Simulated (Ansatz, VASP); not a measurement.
W in VASP and in Ansatz

```
CELL_PARAMETERS angstrom
-1.57716 1.57716 1.57716
1.57716 -1.57716 1.57716
1.57716 1.57716 -1.57716
ATOMIC_POSITIONS crystal
W 0.00000 0.00000 0.00000
```

Alike in both runs: functional PBEsol; k mesh 18 × 18 × 18; occupations gaussian, width 0.1 eV; no spin polarisation.

Ansatz relaxed the structure, and its values are those at the end. VASP's run is a single point on that final structure, the one shown.

```csv
,VASP,Ansatz
version,VASP 6.6.1,Ansatz 0.2.0
potentials or method,"VASP PAW PBE potentials, release 64 (W_sv)","scalar-relativistic, plane waves, PAW"
plane-wave cutoff (eV),520,420
valence electrons in the cell,14,14
```

VASP gave:

```
gap on the k mesh at the Fermi level (eV) : none
pressure (GPa)                            : 0.7
```

Question: Estimate Ansatz's values.

Answer: gap on the k mesh at the Fermi level (eV): none; pressure (GPa): 0.0.

A gap of «none» marks a metal or a gap that the smearing closes.

Caveats: the PAW data sets were made with another functional, which shifts forces and pressure a little (VASP). The runs have no spin-orbit coupling, so splittings on W are missing.
